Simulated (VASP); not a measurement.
# Yb: single point with PBE

The system is Yb.

```xyz
1
Lattice="0.0000 2.7431 2.7431 2.7431 0.0000 2.7431 2.7431 2.7431 0.0000" Properties=species:S:1:pos:R:3 pbc="T T T"
Yb    0.0000    0.0000    0.0000
```

- Program: VASP 6.6.1
- Task: single point
- Functional: PBE
- Potentials or basis: VASP PAW PBE potentials, release 64 (Yb)
- Cutoff: 520 eV
- k mesh: 8 × 8 × 8
- Occupations: gaussian, width 0.02 eV
- Spin: collinear spin, ferromagnetic start
- Starting moments: [1.0] μB
- Further INCAR settings: ALGO = Normal; EDIFF = 1.00e-06

```json
{"Pressure": "-3.3 GPa", "Band gap on the k mesh": "none (metal or under the smearing width)", "Net moment": "0.02 μB per cell", "Valence electrons inside the program's atomic spheres": "Yb 22.05"}
```

Levels at points of the mesh, in eV from the Fermi level:
Spin up:
| k point | band 8 | band 9 | band 10 | band 11 | band 12 | band 13 | band 14 | band 15 | band 16 | band 17 |
| --- | --- | --- | --- | --- | --- | --- | --- | --- | --- | --- |
| (0.00, 0.00, 0.00) | -0.34 | -0.34 | -0.27 | -0.27 | -0.27 | 2.70 | 2.70 | 2.70 | 4.55 | 4.55 |
| (0.50, 0.00, 0.00) | -0.35 | -0.35 | -0.28 | -0.28 | -0.27 | 0.10 | 2.51 | 2.51 | 5.88 | 5.88 |
| (0.50, 0.50, 0.00) | -0.35 | -0.34 | -0.30 | -0.29 | -0.29 | 0.26 | 1.27 | 5.89 | 6.28 | 6.28 |
Spin down:
| k point | band 10 | band 11 | band 12 | band 13 | band 14 | band 15 |
| --- | --- | --- | --- | --- | --- | --- |
| (0.00, 0.00, 0.00) | -0.27 | -0.27 | -0.27 | 2.71 | 2.71 | 2.71 |
| (0.50, 0.00, 0.00) | -0.28 | -0.28 | -0.27 | 0.12 | 2.52 | 2.52 |
| (0.50, 0.50, 0.00) | -0.30 | -0.29 | -0.29 | 0.27 | 1.28 | 5.90 |

It took 10 min on 1 thread of Intel(R) Xeon(R) Platinum 8488C (Sapphire Rapids), on a shared host, peak memory 0.23 GiB.

Caveat: ASE's xc='lda' writes no GGA tag, so the PBE potentials set the functional and the run is PBE; spin-orbit coupling is left out, which moves the levels of the heavy elements. The state reached can hang on the start; a lower one may exist.
